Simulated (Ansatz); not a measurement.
Squeezing Te (simple hexagonal type)

```yaml
crystal:
  lattice:
    - [3.38785, 0.00000, 0.00000]
    - [-1.69393, 2.93397, 0.00000]
    - [0.00000, 0.00000, 3.13097]
  atoms:
    - { symbol: Te, position: [0.00000, 0.00000, 0.00000] }
```

The cell comes from a relaxation on PAW files under the same functional, begun from a prototype that needn't be the stable phase.

Its volume is scaled, and at each volume shape and atoms are relaxed on PAW files; all methods then take that cell.

Level of theory: DFT with PBE, scalar-relativistic, in Ansatz 0.2.0; a Γ-centred 15×15×13 k mesh, Fermi–Dirac smearing of 0.1 eV, no spin polarisation. LAPW: all electrons, basis error target 1 meV/atom; PAW: frozen-core files, cutoff 420 eV; crystal datasets: all electrons, by PAW datasets that the program makes for each cell; norm-conserving: pseudopotentials, cutoff 1120 eV; PAW (cutoff 250 eV): frozen-core files, cutoff 250 eV.

Energies are extrapolated to zero smearing and count from the unscaled cell; pressure is positive in compression; gaps take the mesh and a band path. No temperature or zero-point motion is included.

Spin–orbit coupling is left out, which matters for the heavy atoms.

| V/V0 | V (Å³/atom) | P LAPW (GPa) | ΔE LAPW (eV/atom) | P PAW − LAPW (GPa) | ΔE PAW − LAPW (meV/atom) | space group | shortest distance (Å) |
| --- | --- | --- | --- | --- | --- | --- | --- |
| 1.00 | 31.12 | 0.02 | 0.000 | -0.01 | 0.0 | P6/mmm | ? |
| 0.90 | 28.01 | 6.84 | 0.059 | -0.02 | -0.2 | P6/mmm | 3.046 |
| 0.80 | 24.90 | 19.06 | 0.298 | -0.02 | -0.5 | P6/mmm | 2.938 |
| 0.70 | 21.78 | 41.2 | 0.860 | -0.02 | -0.8 | P6/mmm | 2.812 |
| 0.60 | 18.67 | 81.9 | 2.018 | 0.01 | -0.8 | P6/mmm | ? |
| 0.50 | 15.56 | 162.6 | 4.295 | 0.07 | -0.2 | P6/mmm | 2.509 |
| 0.40 | 12.45 | 353.6 | 9.027 | 0.33 | 3.3 | P6/mmm | 2.330 |

(1) What belongs in the row "0.60", column "shortest distance (Å)"?

(2) Give the missing entry: row "1.00", column "shortest distance (Å)".

(3) Fit the Vinet equation to the LAPW pressures over the whole range, with residuals weighted by 1/(|P| + 0.03·Pmax).

(4) At the smallest volume, how far do crystal datasets and norm-conserving and PAW (cutoff 250 eV) lie from LAPW in pressure?

## Answers

(1) 2.664.

(2) 3.131.

(3) V0 = 31.17 Å³/atom, B0 = 48.3 GPa and B0′ = 5.03, and the fit misses no point by more than 6.7 GPa. A fit over so wide a range pins B0 less well than one near rest.

(4) crystal datasets: +0.01 GPa; norm-conserving: +0.38 GPa; PAW (cutoff 250 eV): +2.51 GPa, on a LAPW pressure of 353.6 GPa.
